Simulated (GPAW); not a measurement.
# C (P6_3/mmc) in GPAW: convergence with response cutoff (eV)

Aim: find how far response cutoff (eV) must go before the results for C settle, at LDA. This setting moves, with any that are tied to it; all else stays.

The COD entry that gives the cell may itself be a prediction, so a difference from it is no test against experiment.

Everything below comes from runs of GPAW 26.7.0. Logs are shortened: lines on timing, memory, paths and dates and some standing lists are left out, and cuts for length are marked. The log counts tension as positive stress, the text compression.

**1. The crystal as given**

The structure is hexagonal, space group P6_3/mmc (No. 194). Conventional cell: a = 2.522 Å, b = 2.522 Å, c = 8.237 Å, α = 90.00°, β = 90.00°, γ = 120.00°. C (site symmetry 3m) is surrounded by 4 C at 1.54 Å. C (site symmetry 3m) is surrounded by 4 C at 1.54 Å.

This is a hexagonal form of diamond, not graphite.

**2. With response cutoff (eV) 10**

File run.py:

```python
import numpy as np
from ase.dft.bandgap import bandgap
from ase.io import write
from ase.spacegroup import crystal
from gpaw import GPAW, PW
from gpaw.response.df import DielectricFunction

# C 4f
# C 4e
atoms = crystal(['C', 'C'],
                basis=[[0.6666666667, 0.3333333333, 0.84375],
                       [0.0, 0.0, 0.90625]],
                spacegroup=194, setting=1,  # P6_3/mmc
                cellpar=[2.5221, 2.5221, 8.2371, 90.0, 90.0, 120.0],
                primitive_cell=True)

calc = GPAW(mode=PW(600),
            xc='LDA',
            kpts={'size': (10, 10, 3), 'gamma': True},
            occupations={'name': 'fermi-dirac', 'width': 0.001},
            nbands=32,
            convergence={'density': 1e-06},
            maxiter=150,
            txt='gpaw.txt')
atoms.calc = calc
energy = atoms.get_potential_energy()
calc.write('gs.gpw')
write('result.traj', atoms)
print(f'Energy: {energy:.6f} eV')
print('Fermi level:', round(calc.get_fermi_level(), 4), 'eV')
print(f'Gap: {bandgap(calc)[0]:.4f} eV, direct: {bandgap(calc, direct=True)[0]:.4f} eV')

for size in [(11, 11, 3)]:
    name = 'x'.join(str(n) for n in size)
    dense = calc.fixed_density(kpts={'size': size, 'gamma': True},
                               nbands=118, convergence={'bands': 112},
                               update_fermi_level=True, txt=f'dense-{name}.txt')
    dense.write(f'{name}.gpw', mode='all')
    df = DielectricFunction(f'{name}.gpw', frequencies=np.array([0.0]), hilbert=False, eta=0.001,
                            ecut=10, nbands=112, intraband=False, txt=f'df-{name}.txt')
    for xc in ['RPA']:
        for direction in ['x', 'y', 'z', [0, 1, 1], [1, 0, 1], [1, 1, 0]]:
            e0, e = df.get_macroscopic_dielectric_constant(xc=xc, direction=direction)
            print(f'{name} {xc} {direction}: {e0:.4f} without, {e:.4f} with local fields')
```

Potentials or basis: the program's PAW data sets (release 1.2.1) made for this functional, pw.

Command:

```sh
$ OMP_NUM_THREADS=1 python run.py
```

gpaw.txt:

```text
__  _  _
 | _ |_)|_||  |
 |__||  | ||/\| - 26.7.0

Input parameters:
  mode=PW(ecut=600.0),
  convergence={'density': 1e-06},
  kpts=MonkhorstPack(size=(10, 10, 3), gamma=True),
  maxiter=150,
  nbands=32,
  occupations=Occupations(name='fermi-dirac', width=0.001),
  xc=XC(name='LDA')

Diagonalizing LCAO Hamiltonian
Converting LCAO to pw mode

       C
           C
           C
       C

       CC

        C
       C

Atoms  # Å, Bohr magnetons
|   | symbol |         x |        y |        z |    initial magnetic moments |
|---|--------|-----------|----------|----------|-----------------------------|
| 0 |      C |  1.261050 | 0.728068 | 6.950053 | ( 0.0000,  0.0000,  0.0000) |
| 1 |      C | -0.000000 | 1.456135 | 2.831503 | ( 0.0000,  0.0000,  0.0000) |
| 2 |      C | -0.000000 | 1.456135 | 1.287047 | ( 0.0000,  0.0000,  0.0000) |
| 3 |      C |  1.261050 | 0.728068 | 5.405597 | ( 0.0000,  0.0000,  0.0000) |
| 4 |      C |  0.000000 | 0.000000 | 7.464872 | ( 0.0000,  0.0000,  0.0000) |
| 5 |      C |  0.000000 | 0.000000 | 3.346322 | ( 0.0000,  0.0000,  0.0000) |
| 6 |      C |  0.000000 | 0.000000 | 0.772228 | ( 0.0000,  0.0000,  0.0000) |
| 7 |      C |  0.000000 | 0.000000 | 4.890778 | ( 0.0000,  0.0000,  0.0000) |

Unit cell  # Å
| periodic |         x |        y |        z |  lengths |     angles |
|----------|-----------|----------|----------|----------|------------|
|      yes |  2.522100 | 0.000000 | 0.000000 | 2.522100 |  90.000000 |
|      yes | -1.261050 | 2.184203 | 0.000000 | 2.522100 |  90.000000 |
|      yes |  0.000000 | 0.000000 | 8.237100 | 8.237100 | 120.000000 |

Number of symmetries: 12
Symmetry operations  # r_c * U_cc + t_c -> r_c
|    | kind |            matrix            |
|----|------|------------------------------|
|  0 |  σ   |  1, 1, 0,  0,-1, 0,  0, 0, 1 |
|  1 |  S6  |  1, 1, 0, -1, 0, 0,  0, 0,-1 |
|  2 |  E   |  1, 0, 0,  0, 1, 0,  0, 0, 1 |
|  3 |  C2  |  1, 0, 0, -1,-1, 0,  0, 0,-1 |
|  4 |  C2  |  0, 1, 0,  1, 0, 0,  0, 0,-1 |
|  5 |  C3  |  0, 1, 0, -1,-1, 0,  0, 0, 1 |
|  6 |  S6  |  0,-1, 0,  1, 1, 0,  0, 0,-1 |
|  7 |  σ   |  0,-1, 0, -1, 0, 0,  0, 0, 1 |
|  8 |  σ   | -1, 0, 0,  1, 1, 0,  0, 0, 1 |
|  9 |  i   | -1, 0, 0,  0,-1, 0,  0, 0,-1 |
| 10 |  C3  | -1,-1, 0,  1, 0, 0,  0, 0, 1 |
| 11 |  C2  | -1,-1, 0,  0, 1, 0,  0, 0,-1 |

BZ-sampling:
  Number of BZ points: 300
  Number of IBZ points: 36

  Monkhorst-Pack size: [10, 10, 3]
  Monkhorst-Pack shift: [0.05, 0.05, 0.0]

K-points  # in reciprocal-cell coordinates
|     |                                coordinates |     weight |
|-----|--------------------------------------------|------------|
|   0 | (  0.00000000,   0.00000000,   0.00000000) | 0.00333333 |
|   1 | (  0.00000000,   0.00000000,   0.33333333) | 0.00666667 |
|   2 | (  0.10000000,   0.00000000,  -0.33333333) | 0.02000000 |
|   3 | (  0.10000000,   0.00000000,   0.00000000) | 0.02000000 |
|   4 | (  0.10000000,   0.00000000,   0.33333333) | 0.02000000 |
|   5 | (  0.20000000,  -0.10000000,   0.00000000) | 0.02000000 |
|   6 | (  0.20000000,  -0.10000000,   0.33333333) | 0.04000000 |
|   7 | (  0.20000000,   0.00000000,  -0.33333333) | 0.02000000 |
|   8 | (  0.20000000,   0.00000000,   0.00000000) | 0.02000000 |
|   9 | (  0.20000000,   0.00000000,   0.33333333) | 0.02000000 |
| ... |                                            |            |
|  35 | (  0.50000000,   0.50000000,   0.33333333) | 0.02000000 |

Plane wave coefficients: 1535
Cutoff: 600.0 eV

Spin-components: 1 (collinear spins)
Bands:           32
Projectors:      40
Spin-degeneracy: 2
Datatype:        complex128

Density:
  Valence electrons: 32.0
  Components: 1
  Grid points: [15 15 48]
  Charge: 0.0  # |e|

Potential:
  Grid points: [15 15 48]

species:
  C:
    name:    Carbon
    Z:       6.0
    valence: 4
    core:    2
    charge:  0.0  # [|e|]
    compensation charges:
      type: gauss
      rc: 0.20  # [Å]
      lmax: 2
    cutoffs:
      filter: 1.14  # [Å]
      core: 1.14  # [Å]
    projectors
    | kind |    occ | energy [eV] | rcut [Å] |
    |------|--------|-------------|----------|
    |   2s |  2.000 |     -13.639 |    0.635 |
    |   2p |  2.000 |      -5.414 |    0.635 |
    |    s |        |      13.573 |    0.635 |
    |    p |        |      21.797 |    0.635 |
    |    d |        |       0.000 |    0.635 |

    Using partial waves for C as LCAO basis

Reference energy: -8150.420302  # eV

eigensolver:
  PPCG
  Converge bands: occupied
  niter=2

density mixing:
  MSR1-Mixer
  Pratt-step length: 0.05
  Maximum mixing coefficient: 0.75
  Old densities: 10
  SVD Regularization: 0.005
  Good broyden scale: 1.0
  Trust region scale: 1.0
  Backstep threshold: 4.0
  History deletion threshold: 6.0
  Fourier metric: weight=20.0, sigma=0.015

occupation numbers:
  Fermi-Dirac:
    width: 0.0010  # eV

poisson solver:
  ecut: 4800.0  # eV

xc functional:
  name: None

convergence criteria:
- Maximum integral of absolute [dens]ity change: 1e-06 electrons / valence electron
- Maximum [total energy] change in last 3 cyles: 0.0005 eV / valence electron
- Maximum integral of absolute [eigenst]ate change: 4e-08 eV^2 / valence electron
maximum number of iterations: 150

SCF iterations
|iter     | |      energy | eigst |  dens |
|---------|-|-------------|-------|-------|
|iter:   1| |  -83.534863 | +0.10 |       |
|iter:   2| |  -83.192375 | -2.56 | -0.79 |
|iter:   3| |  -80.989777 | -1.28 | -0.82 |
|iter:   4| |  -80.950854 | -2.48 | -1.50 |
|iter:   5| |  -80.952585 | -4.23 | -2.21 |
|iter:   6| |  -80.952603c| -5.73 | -3.33 |
|iter:   7| |  -80.952595c| -6.50 | -3.65 |
|iter:   8| |  -80.952595c| -8.33c| -4.15 |
|iter:   9| |  -80.952595c| -9.03c| -5.53 |
|iter:  10| |  -80.952595c|-10.29c| -6.38c|

Converged in 10 steps
Energy contributions relative to reference atoms: (reference = -8150.420302)

Energy contributions:
  Kinetic:          68.479299
  Coulomb:         -64.186831
  Zero:              0.143516
  External:          0.000000
  Xc:              -85.388579
  Entropy:          -0.000000
  Spinorbit:         0.000000
  ----------------------------
  Free energy:     -80.952595
  Extrapolated:    -80.952595

dipole moment: (-9.965599, -17.260924, 0.000016)  # |e|*Ang

Fermi level: 13.814
Eigenvalues  # (at kpt = [0.000, 0.000, 0.000])
| band index |      eig [eV] | occ [0-2] |
|------------|---------------|-----------|
|          0 |        -9.530 |     2.000 |
|        ... |               |           |
|          8 |         8.917 |     2.000 |
|          9 |         9.984 |     2.000 |
|         10 |         9.984 |     2.000 |
|         11 |        10.209 |     2.000 |
|         12 |        10.209 |     2.000 |
|         13 |        11.719 |     2.000 |
[... 8 lines left out ...]
|         22 |        19.833 |     0.000 |
|         23 |        19.833 |     0.000 |
|        ... |               |           |
|         31 |        28.852 |     0.000 |

Gap: 4.379 eV
Transition (v -> c):
  (s=0, k=0, n=15, [0.00, 0.00, 0.00]) -> (s=0, k=22, n=16, [0.40, 0.00, 0.00])
Direct/indirect transitions are different
Direct gap: 5.139 eV
Transition at: (s=0, k=0, n=15, [0.00, 0.00, 0.00])
# Writing to gs.gpw (mode='')
```

df-11x11x3.txt:

```text
FrequencyGridDescriptor(from 0.000 to 0.000 eV, 1 points)
FrequencyGridDescriptor(from 0.000 to 0.000 eV, 1 points)

Calculating chi0 body with:
    Ground state adapter containing:
    Number of spins: 1
    Number of kpoints: 363
    Number of irreducible kpoints: 42
    Number of completely occupied states: 16
    Number of partially occupied states: 16

    Linear response parametrization:
    q_c: [0.0, 0.0, 0.0]
    Number of frequency points: 1
    Planewave cutoff: 10.0
    Number of bands: 112
    Number of planewaves: 5
    Broadening (eta): 0.001

Integrating chi0 body.

Symmetries of q_c:
    Direct symmetries (Uq -> q): 12
    Indirect symmetries (TUq -> q): 0
In total 12 allowed symmetries.

Integral kind: response function

Calculating chi0 optical extensions with:
    Ground state adapter containing:
    Number of spins: 1
    Number of kpoints: 363
    Number of irreducible kpoints: 42
    Number of completely occupied states: 16
    Number of partially occupied states: 16

    Linear response parametrization:
    Number of frequency points: 1
    Planewave cutoff: 10.0
    Number of bands: 112
    Number of planewaves: 5
    Broadening (eta): 0.001
Integrating chi0 head and wings.

Symmetries of q_c:
    Direct symmetries (Uq -> q): 12
    Indirect symmetries (TUq -> q): 0
In total 12 allowed symmetries.

Integral kind: response function wings

Finished calculating chi0
```

It took 5.4 min on 1 thread of Arm Neoverse V2, shared host; peak memory 0.41 GiB.

What came out:

```
Free energy                             : -80.9526 eV
Band gap on the k mesh                  : 4.38 eV, indirect (least direct gap 5.14 eV)
Electronic dielectric tensor (diagonal) : 5.93, 5.93, 6.02
```

**3. With response cutoff (eV) 20**

Changes to run.py since step 2:

```diff
@@ -39,3 +39,3 @@
     df = DielectricFunction(f'{name}.gpw', frequencies=np.array([0.0]), hilbert=False, eta=0.001,
-                            ecut=10, nbands=112, intraband=False, txt=f'df-{name}.txt')
+                            ecut=20, nbands=112, intraband=False, txt=f'df-{name}.txt')
     for xc in ['RPA']:
```

Potentials or basis: the program's PAW data sets (release 1.2.1) made for this functional, pw.

Command:

```sh
$ OMP_NUM_THREADS=1 python run.py
```

Wall time 5.4 min (1 thread of Arm Neoverse V2, shared host); peak memory 0.41 GiB.

What came out:

```yaml
Free_energy: -80.9526 eV
Band_gap_on_the_k_mesh: 4.38 eV, indirect (least direct gap 5.14 eV)
Electronic_dielectric_tensor_diagonal: 5.93, 5.93, 6.02
```

**4. With response cutoff (eV) 30**

Changes to run.py since step 3:

```diff
@@ -39,3 +39,3 @@
     df = DielectricFunction(f'{name}.gpw', frequencies=np.array([0.0]), hilbert=False, eta=0.001,
-                            ecut=20, nbands=112, intraband=False, txt=f'df-{name}.txt')
+                            ecut=30, nbands=112, intraband=False, txt=f'df-{name}.txt')
     for xc in ['RPA']:
```

Command:

```sh
$ OMP_NUM_THREADS=1 python run.py
```

Wall time 5.3 min (1 thread of Arm Neoverse V2, shared host); peak memory 0.41 GiB.

The run converged. Its results:

* Free energy: -80.9526 eV
* Band gap on the k mesh: 4.38 eV, indirect (least direct gap 5.14 eV)
* Electronic dielectric tensor (diagonal): 5.93, 5.93, 6.02

**5. With response cutoff (eV) 50**

Changes to run.py since step 4:

```diff
@@ -39,3 +39,3 @@
     df = DielectricFunction(f'{name}.gpw', frequencies=np.array([0.0]), hilbert=False, eta=0.001,
-                            ecut=30, nbands=112, intraband=False, txt=f'df-{name}.txt')
+                            ecut=50, nbands=112, intraband=False, txt=f'df-{name}.txt')
     for xc in ['RPA']:
```

Command:

```sh
$ OMP_NUM_THREADS=1 python run.py
```

It took 5.3 min on 1 thread of Arm Neoverse V2, shared host; peak memory 0.41 GiB.

It converged, with:

* Free energy: -80.9526 eV
* Band gap on the k mesh: 4.38 eV, indirect (least direct gap 5.14 eV)
* Electronic dielectric tensor (diagonal): 5.75, 5.75, 5.87

**6. With response cutoff (eV) 80**

Changes to run.py since step 5:

```diff
@@ -39,3 +39,3 @@
     df = DielectricFunction(f'{name}.gpw', frequencies=np.array([0.0]), hilbert=False, eta=0.001,
-                            ecut=50, nbands=112, intraband=False, txt=f'df-{name}.txt')
+                            ecut=80, nbands=112, intraband=False, txt=f'df-{name}.txt')
     for xc in ['RPA']:
```

Potentials or basis: the program's PAW data sets (release 1.2.1) made for this functional, pw.

Command:

```sh
$ OMP_NUM_THREADS=1 python run.py
```

Run time: 5.3 min. Hardware: 1 thread of Arm Neoverse V2, shared host; peak memory 0.42 GiB.

It converged, with:

- Free energy: -80.9526 eV
- Band gap on the k mesh: 4.38 eV, indirect (least direct gap 5.14 eV)
- Electronic dielectric tensor (diagonal): 5.75, 5.75, 5.87

**7. With response cutoff (eV) 120**

Changes to run.py since step 6:

```diff
@@ -39,3 +39,3 @@
     df = DielectricFunction(f'{name}.gpw', frequencies=np.array([0.0]), hilbert=False, eta=0.001,
-                            ecut=80, nbands=112, intraband=False, txt=f'df-{name}.txt')
+                            ecut=120, nbands=112, intraband=False, txt=f'df-{name}.txt')
     for xc in ['RPA']:
```

Command:

```sh
$ OMP_NUM_THREADS=1 python run.py
```

Run time: 5.3 min. Hardware: 1 thread of Arm Neoverse V2, shared host; peak memory 0.42 GiB.

It converged, with:

* Free energy: -80.9526 eV
* Band gap on the k mesh: 4.38 eV, indirect (least direct gap 5.14 eV)
* Electronic dielectric tensor (diagonal): 5.66, 5.66, 5.73

**8. With response cutoff (eV) 160**

Changes to run.py since step 7:

```diff
@@ -39,3 +39,3 @@
     df = DielectricFunction(f'{name}.gpw', frequencies=np.array([0.0]), hilbert=False, eta=0.001,
-                            ecut=120, nbands=112, intraband=False, txt=f'df-{name}.txt')
+                            ecut=160, nbands=112, intraband=False, txt=f'df-{name}.txt')
     for xc in ['RPA']:
```

Command:

```sh
$ OMP_NUM_THREADS=1 python run.py
```

Wall time 5.4 min (1 thread of Arm Neoverse V2, shared host); peak memory 0.43 GiB.

The run converged. Its results:

- Free energy: -80.9526 eV
- Band gap on the k mesh: 4.38 eV, indirect (least direct gap 5.14 eV)
- Electronic dielectric tensor (diagonal): 5.52, 5.52, 5.62

**9. Summary**

```csv
response cutoff (eV),dielectric constant,SCF cycles,CPU time (s),peak memory (GiB)
10,5.957,10,330,0.41
20,5.957,10,330,0.41
30,5.957,10,320,0.41
50,5.790,10,320,0.41
80,5.790,10,320,0.42
120,5.685,10,320,0.42
160,5.551,10,320,0.43
```

Not settled before the last step: the dielectric constant (to 0.05). The tightest run that finished is the yardstick and may itself not be fully converged.

Caveats: the long-wavelength limit can be off by a per cent or two; an odd mesh through Γ misses points on the zone boundary, where band edges often lie.
